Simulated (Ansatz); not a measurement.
Two Ansatz runs on Mg

The structure comes from a relaxation in the same program, started in the diamond type, and has space group Fd-3m. Whether it is a known phase or the ground state wasn't checked.

First run: DFT, PBEsol, PAW with Ansatz's default frozen-core files, scalar-relativistic (Ansatz 0.2.0).

Command: `ansatz run input.yaml --threads 1 --pin off --max-ram 2048MiB --backend cpu --events-out ev --progress --plain --runs-dir out` The run took about 3 s on 1 thread of a shared machine.

```yaml
crystal:
  lattice:
    - [0.0, 3.4275338026, 3.4275338026]
    - [3.4275338026, 0.0, 3.4275338026]
    - [3.4275338026, 3.4275338026, 0.0]
  atoms:
    - { symbol: Mg, position: [0.0, 0.0, 0.0] }
    - { symbol: Mg, position: [0.25, 0.25, 0.25] }
kpoints:
  mp_grid: { grid: [9, 9, 9] }
  band_path:
    path:
      - [0.0, 0.0, 0.0]
      - [0.5, 0.0, 0.5]
      - [0.625, 0.25, 0.625]
      - [0.375, 0.375, 0.75]
      - [0.0, 0.0, 0.0]
      - [0.5, 0.5, 0.5]
      - [0.5, 0.25, 0.75]
      - [0.5, 0.0, 0.5]
    npoints: 5
scf:
  occupations: { method: fermi_dirac, width: 0.08 }
hamiltonian:
  xc: pbesol
  pseudopotentials: { kind: paw }
output:
  forces: true
  stress: true
  eigenvalues: true
  efg: { contact_densities: true }
```

Result: converged; pressure -0.39 GPa; no gap on the k mesh; 6 SCF iterations.

A second input differs as follows:

```diff
@@ -21,5 +21,5 @@
     npoints: 5
 scf:
-  occupations: { method: fermi_dirac, width: 0.08 }
+  max_iter: 80
 hamiltonian:
   xc: pbesol
```

Task: What is wrong with it, and what does the program do?

Result: The fault is no occupation method. The run refused before any iteration. The log ends:
```
Error: YAML parse error: `scf.occupations.method` is required: fixed only where the cell keeps a band gap throughout the run, explicit beside scf.occupations.values (under evaluate: without them), else a smearing such as fermi_dirac (scf.occupations.width is optional; its entry in the input reference gives the default)
```
